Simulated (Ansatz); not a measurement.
Crystal: Ta.

```
Ta
1.0
     2.90037    0.00000    0.00000
    -1.45019    2.51180    0.00000
     0.00000    0.00000    5.16627
Ta
2
Direct
  0.33333 0.66667 0.25000
  0.66667 0.33333 0.75000
```

This isn't the form of Ta at room conditions, which is bcc.

Base run:

| Property | Result |
| --- | --- |
| Program | Ansatz 0.2.0 |
| Functional | PBEsol |
| Potentials or basis | all-electron LAPW, scalar-relativistic |
| Cutoff | 252 eV (chosen from the basis error) |
| Basis error allowed | 0.001 eV/atom |
| k mesh | 11 × 11 × 5 |
| Occupations | fermi-dirac, width 0.05 eV |
| Spin | no spin polarisation |

Its results: pressure -7.3 GPa.

The run is repeated on the same cell with these changes: functional from PBEsol to LDA. What comes out?

Pressure -12.0 GPa.

LDA binds more tightly than PBEsol, so the same cell stands under less pressure.
